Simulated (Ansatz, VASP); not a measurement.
**HfN: VASP beside Ansatz**

```
Hf N
1.0
     3.09643    0.00000    0.00000
    -1.54821    2.68158    0.00000
     0.00000    0.00000    5.51449
Hf N
2 2
Direct
  0.66667 0.33333 0.75000
  0.33333 0.66667 0.25000
  0.00000 0.00000 0.00000
  0.00000 0.00000 0.50000
```

Alike in both runs: task single point; functional PBEsol; k mesh 15 × 15 × 8; occupations gaussian, width 0.1 eV; no spin polarisation.

```csv
,VASP,Ansatz
version,VASP 6.6.1,Ansatz 0.2.0
potentials or method,"VASP PAW PBE potentials, release 64 (Hf_pv, N)","scalar-relativistic, plane waves, PAW"
plane-wave cutoff (eV),520,420
valence electrons in the cell,30,62
```

|  | VASP | Ansatz | Ansatz less VASP |
| --- | --- | --- | --- |
| gap on the k mesh at the Fermi level (eV) | none | none | - |
| pressure (GPa) | -2.8 | -0.8 | +2.06 |
| largest component of the traceless stress (GPa) | 8.90 | 8.87 | -0.030 |

A gap of «none» marks a metal or a gap that the smearing closes. The two sets of potentials don't hold the same shells in valence.

Caveats: the PAW data sets were made with another functional, which shifts forces and pressure a little (VASP). The runs have no spin-orbit coupling, so splittings on Hf are missing.
